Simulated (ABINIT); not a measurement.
The system is C.

```
C
1.0
     2.52210    0.00000    0.00000
    -1.26105    2.18420    0.00000
     0.00000    0.00000    8.23710
C
8
Direct
  0.66667 0.33333 0.84375
  0.33333 0.66667 0.34375
  0.66667 0.33333 0.65625
  0.33333 0.66667 0.15625
  0.00000 0.00000 0.90625
  0.00000 0.00000 0.40625
  0.00000 0.00000 0.59375
  0.00000 0.00000 0.09375
```

This is a hexagonal form of diamond, not graphite.

Program: ABINIT 10.8.3 (patched build). Alike in all runs: task band structure; no spin polarisation; cell as given; k mesh 12 × 12 × 4; smearing fermi-dirac 0.05 eV.

Problem. Order these runs on this cell by their band gap on the k mesh, lowest first.
A. level r2SCAN; potentials or basis JTH PAW PBE v2.0; cutoff (eV) 626; fine-grid cutoff 1224.51 eV
B. level TB-mBJ; potentials or basis JTH PAW LDA v2.0; cutoff (eV) 626; fine-grid cutoff 1224.51 eV
C. level LDA; potentials or basis JTH PAW LDA v2.0; cutoff (eV) 544; fine-grid cutoff 1088.46 eV

Solution. C (4.37 eV), A (4.61 eV), B (5.38 eV).

Caveats: the constant c of TB-mBJ comes from the pseudo density here, which moves gaps by up to 0.3 eV between sets of potentials (some runs).

A k mesh can miss the band edges.

Not every run made on this cell is shown here.
